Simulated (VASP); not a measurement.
Set up this calculation in VASP 6.6.1, as the native input.

```
Task                   : band structure
Functional             : r2SCAN
Dispersion             : rVV10
Potentials or basis    : VASP PAW PBE potentials, release 64 (Ca_sv, Se)
Cutoff                 : 520 eV
k mesh                 : 8 × 8 × 8
Occupations            : gaussian, width 0.02 eV
Spin                   : no spin polarisation
Further INCAR settings : ALGO = Normal; EDIFF = 1e-07
```

The structure of CaSe lies in POSCAR:

```
CaSe                                    
1.0
    0.0000000000      2.9601383587      2.9601383587
    2.9601383587     -0.0000000000      2.9601383587
    2.9601383587      2.9601383587      0.0000000000
  Ca              Se            
     1     1
Direct
     0.0000000000000000    0.0000000000000000    0.0000000000000000
     0.5000000000000000    0.5000000000000000    0.5000000000000000
```

The cell was built by a generator and needn't be a form met in nature.

The input as run:

INCAR

```
PREC = Accurate
ENCUT = 520
EDIFF = 1E-7
ISMEAR = 0
SIGMA = 0.02
LREAL = False
LASPH = True
NELM = 100
ALGO = Normal
ISIF = 2
LWAVE = False
LCHARG = False
METAGGA = R2SCAN
LMIXTAU = True
LUSE_VDW = True
IVDW_NL = 2
BPARAM = 11.95
CPARAM = 0.0093
KPAR = 4
```

KPOINTS

```
Automatic mesh
0
Gamma
  8 8 8
```

KPOINTS_OPT

```
path GXWKGLUWLK,UX
10
line-mode
reciprocal
 0.0000000000  0.0000000000  0.0000000000  G
 0.5000000000  0.0000000000  0.5000000000  X

 0.5000000000  0.0000000000  0.5000000000  X
 0.5000000000  0.2500000000  0.7500000000  W

 0.5000000000  0.2500000000  0.7500000000  W
 0.3750000000  0.3750000000  0.7500000000  K

 0.3750000000  0.3750000000  0.7500000000  K
 0.0000000000  0.0000000000  0.0000000000  G

 0.0000000000  0.0000000000  0.0000000000  G
 0.5000000000  0.5000000000  0.5000000000  L

 0.5000000000  0.5000000000  0.5000000000  L
 0.6250000000  0.2500000000  0.6250000000  U

 0.6250000000  0.2500000000  0.6250000000  U
 0.5000000000  0.2500000000  0.7500000000  W

 0.5000000000  0.2500000000  0.7500000000  W
 0.5000000000  0.5000000000  0.5000000000  L

 0.5000000000  0.5000000000  0.5000000000  L
 0.3750000000  0.3750000000  0.7500000000  K

 0.6250000000  0.2500000000  0.6250000000  U
 0.5000000000  0.0000000000  0.5000000000  X
```

Potentials or basis: VASP PAW PBE potentials, release 64 (Ca_sv, Se).

Launch:

```sh
$ cat potpaw_PBE.64/Ca_sv/POTCAR potpaw_PBE.64/Se/POTCAR > POTCAR
$ mpirun -np 4 vasp_std > vasp.out
```

It gave:

```yaml
Pressure: 0.0 GPa
Band_gap_on_the_k_mesh: 2.46 eV, indirect (least direct gap 3.41 eV)
Band_gap_along_the_path: 2.46 eV, indirect (least direct gap 3.41 eV)
```

Caveat: the PAW data sets were made with another functional, which shifts forces and pressure a little.

Wall time 65 s on 4 MPI ranks on AMD EPYC 9R45 96-Core Processor (Zen 5) (shared host), peak memory 0.3 GiB a rank.
